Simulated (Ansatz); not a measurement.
# PtTe₂: pressure against volume

PtTe₂, P-3m1, a = 4.052 Å, c = 5.094 Å. Ansatz: PBE+D3(BJ), PAW, 420 eV, Γ-centred 12×12×8 mesh on 3 atoms, Gaussian smearing 0.10 eV; no spin polarisation. Shape and atoms are relaxed at each volume; pressure is positive in compression.

| V (Å³/atom) | P (GPa) |
| --- | --- |
| 21.247 | 13.40 |
| 21.971 | 8.92 |
| 22.695 | 5.27 |
| 23.420 | 2.36 |
| 24.144 | 0.01 |
| 24.868 | -1.71 |
| 25.592 | ? |
| 26.558 | -3.86 |

Q: Take V0 = 24.144 Å³/atom, count pressures from its P0 = 0.01 GPa, fit the third-order Birch–Murnaghan form to the other rows, and predict the missing pressure.

A: With the Eulerian strain f = ½[(V0/V)^(2/3) − 1] and y = (P − P0)/[3f(1 + 2f)^(5/2)], the form is the line y = B0 + 1.5 B0 (B0′ − 4) f. Rows (f, y): 0.04447, 81.1; 0.03245, 78.2; 0.02106, 75.1; 0.01025, 72.6; -0.00975, 61.8; -0.03078, 49.1. Means f = 0.01128, y = 69.650; Σ(Δf)² = 0.003858, ΣΔfΔy = 1.641; the slope is their ratio. y = 64.85 + 425.3 f GPa, so B0 = 64.8 GPa and B0′ = 4 + 2 × (425.3)/(3 × 64.85) = 8.37. At V = 25.592, f = -0.01904, y = 56.75 and P = -2.93 GPa. The run gave -2.92 GPa, so the fit is 0.01 GPa too low, within the rms miss on the fitted rows (0.21 GPa). A B0′ outside 2 to 8 is unusual except in layered or molecular crystals, and here it hangs on few rows.

Spin–orbit coupling is left out, which can shift energies with elements as heavy as these.

Cost: 8 runs of about 7.9 core-minutes in all, on Arm Neoverse V2 (shared hosts).